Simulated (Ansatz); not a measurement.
Runs of Ansatz 0.2.0 on I. Symmetry: I4/mmm, No. 139, tetragonal system. The conventional cell has a = 3.235 Å, b = 3.235 Å, c = 8.530 Å, α = 90.00°, β = 90.00°, γ = 90.00°. I (site symmetry 4/mmm) is surrounded by 4 I at 3.23 Å. 

```tsv
level	gap on the mesh (eV)	pressure (GPa)	relaxed volume (Å³/atom)
RPBE	none	0.0	(b)
PBE+D4	none	0.0	(a)
PBE+D3(BJ)	none	0.0	37.53
revPBE	none	0.0	64.08
PBE+D3(BJ)-ATM	none	0.0	37.86
```

Alike in all rows: task relaxation of cell and atoms; potentials or basis Ansatz PAW; no spin polarisation; cell relaxed; k mesh 11 × 11 × 11; cutoff (eV) 420; smearing fermi-dirac 0.05 eV.

**Question.** Fill in the values left out.

**Answer.** (a) 37.23; (b) 61.15.

Caveats: the volume moved by over 15 % at a fixed basis, so the end points are rough; the plane-wave basis is chosen anew once the cell has moved, so the energies of steps on either side of that aren't comparable; an odd number of electrons without spin polarisation forces a metal; a magnetic or distorted state may lie lower; pairwise dispersion overbinds metals, which lowers pressure and volume (some runs); the PAW data sets come from PBE, with cores solved anew for the run's functional, which leaves a small shift of forces and pressure (some runs).

A k mesh can miss the band edges, and the runs leave out spin-orbit coupling on I.

A gap of «none» marks a metal or a gap under the smearing width.
